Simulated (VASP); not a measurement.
A run of VASP 6.6.1 is set up as follows.

File INCAR:

```
SYSTEM = ZrS
PREC = Accurate ; ENCUT = 520
EDIFF = 1E-6 ; ISMEAR = 0
SIGMA = 0.15 ; LREAL = .False.
LASPH = .True. ; NELM = 60
ALGO = Fast ; ISIF = 2
LWAVE = .False. ; LCHARG = .True.
GGA = PS ; LELF = .True.
LVHAR = .True. ; NBANDS = 16
```

KPOINTS

```
regular mesh
0
Gamma
  16 16 16
  0 0 0
```

File POSCAR:

```
ZrS
1.0
    0.0000000000      2.6250000000      2.6250000000
    2.6250000000      0.0000000000      2.6250000000
    2.6250000000      2.6250000000      0.0000000000
Zr S
1 1
Direct
   -0.0357142857     -0.0357142857      0.0357142857
    0.5000000000      0.5000000000      0.5000000000
```

Potentials or basis: VASP PAW PBE potentials, release 64 (Zr_sv, S).

Command:

```bash
$ cat potpaw_PBE.64/Zr_sv/POTCAR potpaw_PBE.64/S/POTCAR > POTCAR
$ mpirun -np 1 vasp_std > vasp.out
```

Problem. Predict the band gap on the k mesh.

Solution. None (metal or under the smearing width).

Problem. What does it give for the pressure?

Solution. -4.1 GPa.

Problem. Predict the largest force.

Solution. 1.076 eV/Å.

Stress tensor (GPa, compression positive):
```
-6.73  0.00  0.00
 0.00 -6.73  0.00
 0.00  0.00  1.04
```

Caveat: the PAW data sets were made with another functional, which shifts forces and pressure a little.
